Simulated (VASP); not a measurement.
# From VASP inputs to Ansatz: C (diamond)

INCAR

```
IBRION = -1
NSW = 0
ENCUT = 520
LEPSILON = .TRUE.
NELM = 120
ISMEAR = 0
EDIFF = 1E-8
SIGMA = 0.01
LCHARG = .FALSE.
LWAVE = .FALSE.
ISIF = 2
LREAL = .FALSE.
LASPH = .TRUE.
PREC = Accurate
GGA = PE
NBANDS = 11
```

KPOINTS

```
KPOINTS created by Atomic Simulation Environment
0
Gamma
16 16 16
0 0 0
```

POSCAR

```
C
 1.0000000000000000
     0.0000000000000000    1.7801241435693234    1.7801241435693234
     1.7801241435693234   -0.0000000000000000    1.7801241435693234
     1.7801241435693234    1.7801241435693234   -0.0000000000000000
 C
   2
Cartesian
  0.0000000000000000  0.0000000000000000 -0.0000000000000000
  0.8900620717846617  0.8900620717846617  0.8900620717846617
```

VASP ran with the recommended PBE PAW datasets (8 valence electrons in the cell).

Translate these files to an Ansatz input.



```yaml
crystal:
  lattice:
    - [0.0, 1.7801241436, 1.7801241436]
    - [1.7801241436, 0.0, 1.7801241436]
    - [1.7801241436, 1.7801241436, 0.0]
  atoms:
    - { symbol: C, position: [0.0, 0.0, 0.0] }
    - { symbol: C, position: [0.25, 0.25, 0.25] }
kpoints:
  mp_grid: { grid: [10, 10, 10] }
hamiltonian:
  xc: pbe
scf:
  occupations: { method: fixed }
dielectric: {}
```

Other inputs would serve too.

|  | VASP | Ansatz |
| --- | --- | --- |
| ε∞ with local fields (xx, yy, zz) | 5.84, 5.84, 5.84 | 5.84, 5.84, 5.84 |
| mean Born charge by atom, in the order of the cell | 0.00, 0.00 e | 0.00, 0.00 e |

The two codes use different PAW datasets and cutoffs. VASP's cell holds 8 valence electrons and Ansatz's 8. Ansatz refines its k mesh for the response by itself, so the meshes differ.
